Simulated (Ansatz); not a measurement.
Method: Ansatz 0.2.0, DFT PBE, scalar-relativistic, plane waves, PAW.

Levels along Γ–X–U | K–Γ–L–W–X, in eV from a zero inside the gap, sorted by energy at each point. Points in fractions of the primitive reciprocal vectors: Γ (0.000 0.000 0.000), X (0.500 0.000 0.500), U (0.625 0.250 0.625), K (0.375 0.375 0.750), L (0.500 0.500 0.500), W (0.500 0.250 0.750).
```csv
point,"k (1/Å, with 2π)",band 2,band 3,band 4,band 5,band 6
Γ,0.000,-2.22,-2.22,-2.22,3.16,9.83
-,0.221,-2.74,-2.41,-2.41,3.67,8.94
-,0.441,-3.92,-2.89,-2.89,4.73,7.36
-,0.661,-5.30,-3.50,-3.50,5.47,5.88
-,0.882,-6.70,-4.09,-4.09,4.68,4.72
-,1.103,-8.00,-4.56,-4.56,3.44,3.81
-,1.323,-9.03,-4.86,-4.86,2.54,3.28
X,1.544,-9.45,-4.96,-4.96,2.22,3.10
-,1.621,-9.43,-5.06,-4.95,2.28,3.19
-,1.699,-9.38,-5.33,-4.92,2.44,3.48
-,1.777,-9.29,-5.73,-4.86,2.62,3.98
-,1.855,-9.17,-6.20,-4.79,2.81,4.63
-,1.933,-9.02,-6.69,-4.70,3.02,5.38
-,2.011,-8.83,-7.16,-4.59,3.25,6.16
U,2.089,-8.61,-7.58,-4.46,3.52,6.91
K,2.089,-8.61,-7.58,-4.46,3.52,6.91
-,2.323,-8.38,-7.76,-4.00,4.51,8.31
-,2.557,-8.29,-6.67,-3.49,5.67,8.21
-,2.791,-7.44,-5.43,-2.99,6.33,7.81
-,3.025,-6.09,-4.18,-2.61,5.69,7.58
-,3.259,-4.48,-3.12,-2.37,4.71,7.99
-,3.493,-2.95,-2.44,-2.25,3.69,9.03
Γ,3.726,-2.22,-2.22,-2.22,3.16,9.83
-,3.917,-2.77,-2.28,-2.28,3.53,9.29
-,4.108,-4.08,-2.45,-2.45,4.20,8.54
-,4.299,-5.68,-2.67,-2.67,4.52,8.47
-,4.490,-7.32,-2.90,-2.90,4.36,9.12
-,4.681,-8.82,-3.09,-3.09,4.08,9.12
-,4.872,-9.94,-3.22,-3.22,3.87,8.77
L,5.063,-10.38,-3.26,-3.26,3.80,8.65
-,5.219,-10.31,-3.59,-3.33,4.10,8.16
-,5.375,-10.09,-4.38,-3.54,4.82,7.27
-,5.531,-9.74,-5.35,-3.91,5.66,6.48
-,5.687,-9.26,-6.30,-4.44,5.96,6.48
-,5.843,-8.69,-7.09,-5.08,5.72,7.26
-,5.998,-8.11,-7.61,-5.73,5.67,7.98
W,6.154,-7.80,-7.80,-6.07,5.68,8.38
-,6.265,-8.22,-7.33,-6.02,5.41,7.39
-,6.375,-8.59,-6.83,-5.89,4.78,6.38
-,6.485,-8.90,-6.31,-5.68,4.04,5.39
-,6.595,-9.14,-5.81,-5.44,3.33,4.49
-,6.706,-9.31,-5.37,-5.20,2.74,3.76
-,6.816,-9.42,-5.07,-5.03,2.35,3.28
X,6.926,-9.45,-4.96,-4.96,2.22,3.10
```

The cell has space group Fm-3m, 2 atoms and 8 electrons in the valence of the PAW potentials, and holds 2 elements, among them Al; it is relaxed at this level.

Cutoff 420 eV, k mesh 10×10×10. No spin polarisation.

**Question.** Which material gives these bands?

**Answer.** AlN, conventional cell a = 4.071 Å (cubic). Other compounds weren't ruled out.

It comes from a database structure that was distorted and then relaxed.
